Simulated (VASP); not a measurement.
# Fe (Fd-3m) in VASP: a series of runs

Runs on Fe. Level: LDA. Tasks: single point.

Program: VASP 6.6.1. These are calculated values, not measurements. Logs are shortened: lines on timing, memory, paths and dates and some standing lists are left out, and cuts for length are marked.

### Step 1. The structure

Symmetry: Fd-3m, No. 227, cubic system. The conventional cell has a = 4.756 Å, b = 4.756 Å, c = 4.756 Å, α = 90.00°, β = 90.00°, γ = 90.00°. Fe (site symmetry -43m) is surrounded by 4 Fe at 2.06 Å.

This isn't the form of Fe at room conditions, which is bcc.

### Step 2. Single point, LDA

Contents of INCAR:

```
  PREC = Accurate
  ENCUT = 520
  EDIFF = 1E-7
  ISMEAR = -1
  SIGMA = 0.1
  LREAL = False
  LASPH = True
  NELM = 100
  ALGO = Fast
  ISIF = 2
  LWAVE = False
  LCHARG = True
  LELF = True
  LVHAR = True
  NBANDS = 15
```

Contents of KPOINTS:

```
Automatic mesh
0
Gamma
  19 19 19
```

Contents of POSCAR:

```
Fe
1.0
    0.0000000000      2.3780883197      2.3780883197
    2.3780883197      0.0000000000      2.3780883197
    2.3780883197      2.3780883197      0.0000000000
Fe
2
Direct
    0.1250000000      0.1250000000      0.1250000000
    0.8750000000      0.8750000000      0.8750000000
```

Potentials or basis: VASP PAW LDA potentials, release 64 (Fe).

On the command line:

```console
$ cat potpaw_LDA.64/Fe/POTCAR > POTCAR
$ mpirun -np 1 vasp_std > vasp.out
```

OUTCAR:

```text
PREC = Accurate
   ENCUT = 520
   EDIFF = 1E-7
   ISMEAR = -1
   LREAL = False
   LASPH = True
   NELM = 100
   ISIF = 2

 ion  position               nearest neighbor table
   1  0.125  0.125  0.125-   2 2.06   2 2.06   2 2.06   2 2.06
   2  0.875  0.875  0.875-   1 2.06   1 2.06   1 2.06   1 2.06

  LATTYP: Found a face centered cubic cell.
 ALAT       =     4.7561766394

  Lattice vectors:

 A1 = (   0.0000000000,   2.3780883197,   2.3780883197)
 A2 = (   2.3780883197,   0.0000000000,   2.3780883197)
 A3 = (   2.3780883197,   2.3780883197,   0.0000000000)

Analysis of symmetry for initial positions (statically):
=====================================================================
 Subroutine PRICEL returns:
 Original cell was already a primitive cell.

 Routine SETGRP: Setting up the symmetry group for a
 face centered cubic supercell.

 Subroutine GETGRP returns: Found 48 space group operations
 (whereof 12 operations were pure point group operations)
 out of a pool of 48 trial point group operations.

The static configuration has the point symmetry D_3d.
 The point group associated with its full space group is O_h .

Analysis of symmetry for dynamics (positions and initial velocities):
=====================================================================
 Subroutine PRICEL returns:
 Original cell was already a primitive cell.

 Routine SETGRP: Setting up the symmetry group for a
 face centered cubic supercell.

 Subroutine GETGRP returns: Found 48 space group operations
 (whereof 12 operations were pure point group operations)
 out of a pool of 48 trial point group operations.

The dynamic configuration has the point symmetry D_3d.
 The point group associated with its full space group is O_h .

 Subroutine INISYM returns: Found 48 space group operations
 (whereof 12 operations are pure point group operations),
 and found     1 'primitive' translations

----------------------------------------------------------------------------------------

                                     Primitive cell

  volume of cell :      26.8976

  direct lattice vectors                    reciprocal lattice vectors
     0.000000000  2.378088320  2.378088320    -0.210252914  0.210252914  0.210252914
     2.378088320  0.000000000  2.378088320     0.210252914 -0.210252914  0.210252914
     2.378088320  2.378088320  0.000000000     0.210252914  0.210252914 -0.210252914

  length of vectors
     3.363124754  3.363124754  3.363124754     0.364168730  0.364168730  0.364168730

  position of ions in fractional coordinates (direct lattice)
     0.125000000  0.125000000  0.125000000
     0.875000000  0.875000000  0.875000000

  ion indices of the primitive-cell ions
   primitive index   ion index
                 1           1
                 2           2

----------------------------------------------------------------------------------------

 KPOINTS: Automatic mesh

Automatic generation of k-mesh.
 Grid dimensions read from file:
 generate k-points for:   19   19   19

 Generating k-lattice:

  Cartesian coordinates                     Fractional coordinates (reciprocal lattice)
    -0.011065943  0.011065943  0.011065943     0.052631579  0.000000000  0.000000000
     0.011065943 -0.011065943  0.011065943     0.000000000  0.052631579  0.000000000
     0.011065943  0.011065943 -0.011065943     0.000000000  0.000000000  0.052631579

  Length of vectors
     0.019166775  0.019166775  0.019166775

  Shift w.r.t. Gamma in fractional coordinates (k-lattice)
     0.000000000  0.000000000  0.000000000

 Subroutine IBZKPT returns following result:
 ===========================================

 Found    220 irreducible k-points:

 Following reciprocal coordinates:
            Coordinates               Weight
  0.000000  0.000000  0.000000      1.000000
  0.052632  0.000000  0.000000      8.000000
  0.105263  0.000000  0.000000      8.000000
  0.157895  0.000000  0.000000      8.000000
  0.210526  0.000000  0.000000      8.000000
  0.263158  0.000000  0.000000      8.000000
[... 16 lines left out ...]
 -0.315789  0.052632  0.000000     24.000000
 -0.263158  0.052632  0.000000     24.000000
 [... further k-points ...]
   k-points           NKPTS =    220   k-points in BZ     NKDIM =    220   number of bands    NBANDS=     15
   number of dos      NEDOS =    301   number of ions     NIONS =      2
   total plane-waves  NPLWV =  21952
   dimension x,y,z NGX =    28 NGY =   28 NGZ =   28
   dimension x,y,z NGXF=    56 NGYF=   56 NGZF=   56
   ions per type =               2
   NGX,Y,Z   is equivalent  to a cutoff of  13.84, 13.84, 13.84 a.u.
   NGXF,Y,Z  is equivalent  to a cutoff of  27.68, 27.68, 27.68 a.u.
 SYSTEM =  unknown system
   PREC   = accura    normal or accurate (medium, high low for compatibility)
   ISTART =      0    job   : 0-new  1-cont  2-samecut
   ICHARG =      2    charge: 1-file 2-atom 10-const
   ISPIN  =      1    spin polarized calculation?
   LNONCOLLINEAR =      F non collinear calculations
   LSORBIT =      F    spin-orbit coupling
   LASPH  =      T    aspherical Exc in radial PAW
   ENCUT  =  520.0 eV  38.22 Ry    6.18 a.u.   6.25  6.25  6.25*2*pi/ulx,y,z
   NELM   =    100;   NELMIN=  2; NELMDL= -5     # of ELM steps
   EDIFF  = 0.1E-06   stopping-criterion for ELM
   LREAL  =      F    real-space projection
   EDIFFG = 0.1E-05   stopping-criterion for IOM
   NSW    =      0    number of steps for IOM
   IBRION =     -1    ionic relax: 0-MD 1-quasi-New 2-CG
   NFREE  =      0    steps in history (QN), initial steepest desc. (CG)
   ISIF   =      2    stress and relaxation
   ISYM   =      2    0-nonsym 1-usesym 2-fastsym
   POTIM  = 0.5000    time-step for ionic-motion
   TEBEG  =    0.0;   TEEND  =   0.0 temperature during run
   PSTRESS=    0.0 pullay stress
   NELECT =      16.0000    total number of electrons
   NUPDOWN=      -1.0000    fix difference up-down
   EMIN   =  10.00;   EMAX   =-10.00  energy-range for DOS
   EFERMI =   0.00;   METHOD = LEGACY
   ISMEAR =    -1;   SIGMA  =   0.10  broadening in eV -4-tet -1-fermi 0-gaus
   EFERMI_NEDOS =   21; number of points for ismear=-14 and -15
   IALGO  =     68    algorithm
   IMIX   =      4    mixing-type and parameters
     AMIX     =   0.40;   BMIX     =  1.00
     AMIX_MAG =   1.60;   BMIX_MAG =  1.00
  volume/ion in A,a.u.               =      13.45        90.76
  Fermi-wavevector in a.u.,A,eV,Ry     =   1.376819  2.601811 25.791619  1.895631
  Thomas-Fermi vector in A             =   2.502029
   LORBIT       =      0    0 simple, 1 ext, 2 COOP (PROOUT), +10 PAW based schemes
   GGA     = CA    functional components
   LHFCALC =     F    Hartree Fock is set to
   AEXX    =    0.0000 exact exchange contribution
   IVDW    =     0    specifies the selected vdW correction
   LEPSILON=     F    determine dielectric tensor
   LRPA    =     F    only Hartree local field effects (RPA)
 non-spin polarized calculation
 RMM-DIIS sequential band-by-band and
  energy-cutoff  :      520.00
  volume of cell :       26.90
 maximum number of plane-waves:       745
 NGX is ok and might be reduce to    28
   NGX = 13   NGY = 13   NGZ = 13

 number of electron      15.9999993 magnetization

 Free energy of the ion-electron system (eV)
  ---------------------------------------------------
  ext. energy  EPLUGINS =         0.00000000
  ---------------------------------------------------
  free energy    TOTEN  =       -16.31760688 eV

  energy without entropy =      -16.24157443  energy(sigma->0) =      -16.27959066

 E-fermi :   4.0356     XC(G=0): -12.1811

 val. band max:        4.0354486047   @ k =   0.4737   0.2105   0.0526
 cond. band min:       4.0390416467   @ k =  -0.3158   0.0526   0.0000
 fundamental gap:      0.0035930420
 Fermi energy:         4.0355667086

 k-point     1 :       0.0000    0.0000    0.0000
  band No.  band energies     occupation
      1      -2.9315      2.00000
      2       0.9815      2.00000
      3       0.9815      2.00000
      4       1.3863      2.00000
      5       1.3863      2.00000
      6       1.3863      2.00000
      7       3.5859      1.97794
      8       3.5859      1.97794
      9       3.5859      1.97794
     10       5.4137      0.00000
     11       5.4137      0.00000
     12      19.0923      0.00000
     13      19.0925      0.00000
     14      19.0959      0.00000
     15      19.3255      0.00000

 k-point     2 :       0.0526    0.0000    0.0000
  band No.  band energies     occupation
      1      -2.8709      2.00000
      2       0.9441      2.00000
      3       0.9441      2.00000
      4       1.3894      2.00000
      5       1.4409      2.00000
      6       1.4409      2.00000
      7       3.5513      1.98434
      8       3.5804      1.97912
      9       3.5804      1.97912
     10       5.4134      0.00000
     11       5.4134      0.00000
     12      17.5556      0.00000
     13      18.5181      0.00000
     14      18.5181      0.00000
     15      19.7714      0.00000

 k-point     3 :       0.1053    0.0000    0.0000
  band No.  band energies     occupation
      1      -2.6908      2.00000
      2       0.8745      2.00000
      3       0.8745      2.00000
      4       1.4010      2.00000
      5       1.5570      2.00000
      6       1.5570      2.00000
      7       3.4497      1.99431
      8       3.5695      1.98126
      9       3.5695      1.98126
     10       5.4113      0.00000
     11       5.4113      0.00000
     12      15.8373      0.00000
     13      17.9041      0.00000
     14      17.9041      0.00000
     15      19.3860      0.00000
[... 343 lines left out ...]
 k-point    23 :      -0.3158    0.0526    0.0000
  band No.  band energies     occupation
      1      -0.7586      2.00000
      2       0.7415      2.00000
      3       0.9683      2.00000
      4       1.5086      2.00000
      5       1.6678      2.00000
      6       1.8331      2.00000
      7       2.6401      2.00000
      8       3.7125      1.92396
      9       4.0390      0.98263
     10       5.1552      0.00003
     11       5.4042      0.00000
     12       9.2515      0.00000
     13      14.9255      0.00000
     14      16.4359      0.00000
     15      17.5392      0.00000

 k-point    24 :      -0.2632    0.0526    0.0000
  band No.  band energies     occupation
      1      -1.3006      2.00000
      2       0.6883      2.00000
      3       0.9216      2.00000
      4       1.5231      2.00000
      5       1.6859      2.00000
      6       1.8951      2.00000
      7       2.7805      1.99999
      8       3.5783      1.97955
      9       3.8914      1.61738
     10       5.2136      0.00002
     11       5.4491      0.00000
     12      10.5975      0.00000
     13      15.1595      0.00000
     14      16.9909      0.00000
     15      17.8921      0.00000

 [... further k-points ...]

------------------------ aborting loop because EDIFF is reached ----------------------------------------

  FORCE on cell =-STRESS in cart. coord.  units (eV):
  Direction    XX          YY          ZZ          XY          YZ          ZX
  --------------------------------------------------------------------------------------
  -------------------------------------------------------------------------------------
  Total       -0.3491798     -0.3491798     -0.3491798     -0.0000000      0.0000000      0.0000000
  in kB      -20.7991569    -20.7991569    -20.7991569     -0.0000000      0.0000000      0.0000000
  external PRESSURE =     -20.7991569 kB  Pullay stress =       0.0000000 kB

 VOLUME and BASIS-vectors are now :
 -----------------------------------------------------------------------------
  energy-cutoff  :      520.00
  volume of cell :       26.90
      direct lattice vectors                 reciprocal lattice vectors
     0.000000000  2.378088320  2.378088320    -0.210252914  0.210252914  0.210252914
     2.378088320  0.000000000  2.378088320     0.210252914 -0.210252914  0.210252914
     2.378088320  2.378088320  0.000000000     0.210252914  0.210252914 -0.210252914

 POSITION                                       TOTAL-FORCE (eV/Angst)
 -----------------------------------------------------------------------------------
      0.59452      0.59452      0.59452        -0.000000     -0.000000     -0.000000
      4.16165      4.16165      4.16165         0.000000      0.000000      0.000000
 -----------------------------------------------------------------------------------
    total drift:                                0.000000     -0.000000     -0.000000

  FREE ENERGIE OF THE ION-ELECTRON SYSTEM (eV)
  ---------------------------------------------------
  free  energy   TOTEN  =       -16.3176068777 eV

  energy  without entropy=      -16.2415744326  energy(sigma->0) =      -16.27959066
```

Wall time 2.2 min (1 thread of Intel Xeon Platinum 8259CL at 2.50GHz (Skylake/Cascade Lake), shared host); peak memory 0.19 GiB.

Results:

```
Free energy            : -16.3176 eV
Pressure               : -2.1 GPa
Band gap on the k mesh : none (metal or under the smearing width)
```

Caveat: the run has no spin polarisation, though such a crystal can be magnetic. Spin polarisation is off, so any magnetic state and its effect on volume and gap are missing.

### Step 3. Single point, LDA, non-collinear spin, zero start, spin-orbit coupling

Contents of INCAR:

```
SYSTEM = Fe
PREC = Accurate ; ENCUT = 520
EDIFF = 1E-6 ; ISMEAR = -1
SIGMA = 0.1 ; LREAL = .False.
LASPH = .True. ; NELM = 150
ALGO = Normal ; ISIF = 2
LWAVE = .False. ; LCHARG = .False.
MAGMOM = 0 0 0 0 0 0 ; LORBIT = 11
LSORBIT = .True. ; GGA_COMPAT = .False.
LORBMOM = .True. ; LMAXMIX = 4
GGA = CA ; NBANDS = 28
```

Contents of KPOINTS:

```
regular mesh
0
Gamma
  11 11 11
  0 0 0
```

POSCAR is that of step 2.

Potentials or basis: VASP PAW LDA potentials, release 64 (Fe).

On the command line:

```console
$ cat potpaw_LDA.64/Fe/POTCAR > POTCAR
$ mpirun -np 1 vasp_ncl > vasp.out
```

Wall time 2.9 min (1 thread of Intel Xeon Platinum 8259CL at 2.50GHz (Skylake/Cascade Lake), shared host); peak memory 0.23 GiB.

Results (log left out):

| Property | Result |
| --- | --- |
| Free energy | -16.3296 eV |
| Pressure | -2.1 GPa |
| Net moment | 0.00 μB per cell |
| Valence electrons inside the program's atomic spheres | Fe 7.64 |

Moments on the atoms (μB; x, y, z):
```
Fe  0.00 0.00 0.00
Fe  0.00 0.00 0.00
```

(Continued in part 2 of 2.)
